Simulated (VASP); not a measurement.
Ag, 1 atom in the cell. Symmetry: Fm-3m, No. 225, cubic system. Conventional cell: a = 4.085 Å, b = 4.085 Å, c = 4.085 Å, α = 90.00°, β = 90.00°, γ = 90.00°. Ag (site symmetry m-3m) is surrounded by 12 Ag at 2.89 Å. 

| Quantity | Value |
| --- | --- |
| Program | VASP 6.6.1 |
| Task | relaxation of cell and atoms |
| Functional | PBE |
| Dispersion | TS |
| Potentials or basis | VASP PAW PBE potentials, release 64 (Ag) |
| Cutoff | 600 eV |
| k mesh | 11 × 11 × 11 |
| Occupations | fermi-dirac, width 0.05 eV |
| Spin | no spin polarisation |
| Further INCAR settings | ALGO = Normal; EDIFF = 1e-06; IBRION = 2; EDIFFG = -0.01; NSW = 60; ISIF = 3 |

Potentials or basis: VASP PAW PBE potentials, release 64 (Ag).

Run with:

```bash
$ cat potpaw_PBE.64/Ag/POTCAR > POTCAR
$ mpirun -np 1 vasp_std > vasp.out
```

Hardware: 1 thread of Intel(R) Xeon(R) Platinum 8488C (Sapphire Rapids), with other jobs on the host.

Question: How long does it take, and how much memory?

Answer: Run time: 17 s on 1 thread of Intel(R) Xeon(R) Platinum 8488C (Sapphire Rapids) (shared host), peak memory 0.16 GiB. Counts: scf iterations 23, k points 56, ion steps 3.
